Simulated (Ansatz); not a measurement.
Runs of Ansatz 0.2.0 on ZnSe (Stilleite). Symmetry: F-43m, No. 216, cubic system. The conventional cell has a = 5.668 Å, b = 5.668 Å, c = 5.668 Å, α = 90.00°, β = 90.00°, γ = 90.00°. Se (site symmetry -43m) has 4 Zn at 2.45 Å as nearest neighbours. Zn (site symmetry -43m) is surrounded by 4 Se at 2.45 Å. 

| task | level | potentials or basis | cell | k mesh | cutoff (eV) | smearing | basis error allowed | gap on the mesh (eV) | pressure (GPa) | relaxed volume (Å³/atom) |
| --- | --- | --- | --- | --- | --- | --- | --- | --- | --- | --- |
| single point | PBEsol | all-electron PAW datasets made for the crystal | as given | 6 × 6 × 6 | 220 | fermi-dirac 0.05 eV | - | 1.17 | -1.1 | - |
| band structure | PBEsol | all-electron LAPW, non-relativistic | as given | 8 × 8 × 8 | 311 | fermi-dirac 0.05 eV | 0.001 eV/atom | (a) | (b) | - |
| Born charges and dielectric tensor | PBEsol | all-electron PAW datasets made for the crystal | as given | 8 × 8 × 8 | 250 | fixed | - | 1.17 | - | - |
| relaxation of cell and atoms | PBE+D3(BJ) | all-electron LAPW, scalar-relativistic | relaxed | 8 × 8 × 8 | - | fermi-dirac 0.05 eV | 0.001 eV/atom | 1.32 | 0.0 | 22.61 |
| relaxation of cell and atoms | PBEsol+D4 | all-electron LAPW, scalar-relativistic | relaxed | 8 × 8 × 8 | - | fermi-dirac 0.05 eV | 0.001 eV/atom | 1.32 | 0.0 | 21.92 |

Alike in all rows: no spin polarisation.

Estimate the missing entries.

(a) 1.73; (b) -0.1.

Caveats: relativity is left out, which matters for the heavier elements (some runs); the program warned that the printed levels may be off, so bands, gaps and densities of states are rough (some runs).

A k mesh can miss the band edges, and the runs leave out spin-orbit coupling on Se.

Not every run made on this cell is shown here.
